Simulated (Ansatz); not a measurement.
# Two states of Ni

```
Ni
1.0
     2.59355    0.00000    0.00000
    -1.29678    2.24609    0.00000
     0.00000    0.00000    4.18214
Ni
2
Direct
  0.33330 0.66670 0.25000
  0.66660 0.33330 0.75000
```

Method: r2SCAN; PAW, plane waves to 500 eV, 10×10×6 Γ-centred mesh, cold occupations (width 0.0149 eV) (Ansatz 0.2.0), atoms fixed.

State A: Ni1 up, Ni2 up (collinear spin). State B: Ni1 up, Ni2 down (collinear spin).

Question: Compare the two self-consistent states.

Answer: State A is lower by 84.3 meV an atom at zero smearing.

```json
{"state": "A", "free energy (meV/atom)": "0.0", "largest moment in a small sphere (μB)": "0.78", "net moment (μB/cell)": "1.40", "gap on mesh (eV)": "metal", "pressure (GPa)": "-22.3", "largest force (eV/Å)": "0.00"}
{"state": "B", "free energy (meV/atom)": "84.2", "largest moment in a small sphere (μB)": "0.81", "net moment (μB/cell)": "0.45", "gap on mesh (eV)": "metal", "pressure (GPa)": "-22.0", "largest force (eV/Å)": "0.00"}
```

Origin: a known structure type with other elements, at an estimated volume, so it need not be a known compound. Caveats: atoms or cell far from equilibrium.
